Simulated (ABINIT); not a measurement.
Crystal: O.

```
CELL_PARAMETERS angstrom
2.85140 -1.66242 0.00000
2.85140 1.66242 0.00000
-2.39449 0.00000 3.64705
ATOMIC_POSITIONS crystal
O 0.97455 0.97455 0.84443
O 0.02545 0.02545 0.15557
```

| Property | Result |
| --- | --- |
| Program | ABINIT 10.8.3 (patched build) |
| Task | single point |
| Functional | PBE |
| Potentials or basis | JTH PAW PBE v2.0 |
| Cutoff | 626 eV |
| k mesh | 10 × 10 × 7 |
| Occupations | fermi-dirac, width 0.05 eV |
| Spin | no spin polarisation |

On this cell: pressure -2.0 GPa; largest force 0.229 eV/Å; band gap on the k mesh none (metal or under the smearing width).

The same run follows on a disturbed copy (atoms moved at random, drawn with an rms of 0.05 Å):

```
CELL_PARAMETERS angstrom
2.85140 -1.66242 0.00000
2.85140 1.66242 0.00000
-2.39449 0.00000 3.64705
ATOMIC_POSITIONS crystal
O 0.97599 0.97814 0.83922
O 0.00632 0.04506 0.16634
```

**Question.** What changes?

**Answer.** The energy (extrapolated to zero smearing) moves by +88.0 meV/atom; pressure -9.8 GPa; largest force 4.082 eV/Å; band gap on the k mesh none (metal or under the smearing width).

Forces on the atoms (eV/Å):
```
O   -1.692  0.226  3.708
O    1.692 -0.226 -3.708
```

Stress tensor (GPa, compression positive):
```
 -3.19   0.44   9.28
  0.44  -2.99  -1.12
  9.28  -1.12 -23.27
```

Caveats: the atomic spheres overlap; spin is off for a triplet molecule.
